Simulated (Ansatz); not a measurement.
An Ansatz input:

```yaml
crystal:
  lattice:
    - [-3.2761250057, 2.8709513813, 1.3612116764]
    - [2.8709513813, -3.2761250057, 1.3612116764]
    - [2.3802243454, 2.3802243454, -2.1032879115]
  atoms:
    - { symbol: Al, position: [0.9895291984, 0.0104708016, 0.0] }
    - { symbol: Al, position: [0.7604708016, 0.2395291984, 0.5] }
hamiltonian:
  xc: rpbe
  pseudopotentials:
    kind: paw
    azcp:
      Al: "pseudopotentials/Al.paw.azcp"
basis:
  ecutwfc: 420
  fft_grid_basis: typed
kpoints:
  mp_grid: { grid: [18, 18, 12], shift: [0, 0, 0] }
magnetization:
  spin_polarized: false
scf:
  occupations: { method: fermi_dirac, width: 0.1 }
  lower_state_search: "off"
output:
  stress: true
  write_density: true
  write_potential: true
  elf: true
  volumetric_format: npy
```

Output

```
Engine: ansatz 0.2.0, aarch64-unknown-linux-gnu
Pseudopotentials: kind: paw
Pseudopotential: Al, paw, valence charge 3, recommended cutoff 420 eV (normal) 
Functional definition: RPBE
  parameter kappa = 0.804
  parameter beta = 0.06672455060314922
  exchange = rpbe_x(kappa = kappa, mu = beta*pi^2/3)
  correlation = pbe_c(beta = beta)
Crystal: 2 atoms, lattice volume = 34.594 Å³
Basis set: ecut = 420 eV, 679 PW (Γ)
Bands: 7, of which v1, the nominal top of the filled ones, is band 3 counted from 1 (2 counted from 0)
Symmetry: 4 space group operations
Space group: C2/c (ITA 15), of the structure as read, at distance tolerance 3.3e-5 Å
k-points: 1037 of 3888
Non-local potential: Al, projectors of the file, l = 0: 2, l = 1: 2, l = 2: 1
PAW form: soft (Blöchl's): semilocal exchange-correlation on the pseudo side does not see the compensation charge
PAW frozen core: Al, regenerated for the run's functional, and the local potential with it (the file was generated under x = pbe(κ = 0.804, μ = 0.2195149727645171), c = pbe(β = 0.06672455060314922))
PAW one-centre angular grid: Al, 110 points (default); XC on 64 Gauss nodes
Initial density: superposition of atomic densities (neutral atoms: chi_scale 0, normalization atom), corrected by the library's trained network
Initial wavefunctions: pseudopotential atomic-orbital guess
Functional: x = rpbe, c = pbe(β = 0.06672455060314922)
SCF iter   1: F=—  HF=-1080.720835 eV  |F-HF|=—  |Δ(HF+E_count)|=         —  Δρ=1.79e-3  dr2=1.20e-3  ethr=1.77e-3  ⟨swp⟩=5.1  Hψ=57984  notcnv=0
SCF iter   2: F=—  HF=-1080.720729 eV  |F-HF|=—  |Δ(HF+E_count)|=   1.06e-4  Δρ=1.13e-3  dr2=5.06e-4  ethr=2.00e-5  ⟨swp⟩=1.2  Hψ=15863  notcnv=0
SCF iter   3: F=—  HF=-1080.720619 eV  |F-HF|=—  |Δ(HF+E_count)|=   1.09e-4  Δρ=5.18e-5  dr2=8.46e-7  ethr=8.44e-6  ⟨swp⟩=2.0  Hψ=9376  notcnv=0
SCF iter   4: F=—  HF=-1080.720618 eV  |F-HF|=—  |Δ(HF+E_count)|=   9.23e-7  Δρ=1.29e-5  dr2=1.53e-7  ethr=1.41e-8  ⟨swp⟩=2.2  Hψ=10514  notcnv=0
iter 5 did not close the SCF: its close was put off for the readings that it lacked (scf_convergence_deferred on its scf_iter line)
SCF iter   5: F=-1080.720618 eV  HF=-1080.720618 eV  |F-HF|=1.13e-8  |Δ(HF+E_count)|=   4.36e-8  Δρ=4.20e-6  dr2=1.60e-8  ethr=2.56e-9  ⟨swp⟩=2.1  Hψ=9231  notcnv=0
SCF iter   6: F=-1080.720618 eV  HF=-1080.720618 eV  |F-HF|=4.57e-11  |Δ(HF+E_count)|=   4.59e-9  Δρ=1.01e-6  dr2=2.95e-10  ethr=2.67e-10  ⟨swp⟩=4.6  Hψ=30274  notcnv=0
SCF 1 converged in 6 iterations: F = -1080.720618 eV  dr2 = 2.95e-10
SCF converged after 6 iterations
Free energy (F): -1080.720618 eV
Harris-Foulkes:  -1080.720618 eV  (|F-HF|=4.57e-11)
Internal energy: -1080.694329 eV  (E = F + TS)
E sigma→0 (E₀):  -1080.707473 eV
Entropy (-TS):   -0.026289 eV (-13.145 meV/atom)
Fermi energy:    7.484480 eV
--- Per-component energies (eV) ---
  E_band       = 18.965316
  E_kinetic    = 44.959892
  E_local      = 16.253767  (includes V_loc(G=0)·N_el)
  E_nonlocal   = 20.354218
  E_hartree    = 0.760995
  E_xc         = -79.309705
  E_vxc        = -57.182863  (∫ρ·V_xc dr)
  E_paw        = -940.281373  (= ΣΔE_a)
  E_vpaw       = -6.941682  (= ΣTr[D̂ρ^β])
  E_aug_tail   = -0.000003  (compensation charges beyond the density's cutoff)
  E_ewald      = -143.397596
  E_core_change = -0.034523  (= ΣΔE_core)
  E_smearing   = -0.026289  (= −TS)
  E_closure    = 0.000000  (closes the sum)
  Σ components = -1080.720618   (vs F -1080.720618, Δ=0.00e0)
--- Stress (GPa, compression-positive) ---
        3.024632      -0.030887      -0.012979
       -0.030887       3.024632      -0.012979
       -0.012979      -0.012979       2.977805
  P = ⅓ Tr σ = 3.0090 GPa (30.090 kbar)
--- Band table (eV; the first three rows and the last of 1037) ---
  k-point 0: bands = ["-3.3450", "3.9465", "4.8204", "13.3496", "13.5478", "15.5800", "16.7859"]
  k-point 1: bands = ["-3.2196", "4.0622", "4.9431", "11.0239", "15.6360", "15.7170", "16.5139"]
  k-point 2: bands = ["-2.8440", "4.4095", "5.3083", "8.6768", "15.4640", "15.5296", "16.0045"]
  k-point 1036: bands = ["2.5457", "2.5457", "3.5195", "3.5195", "16.7752", "16.7752", "17.4349"]
```
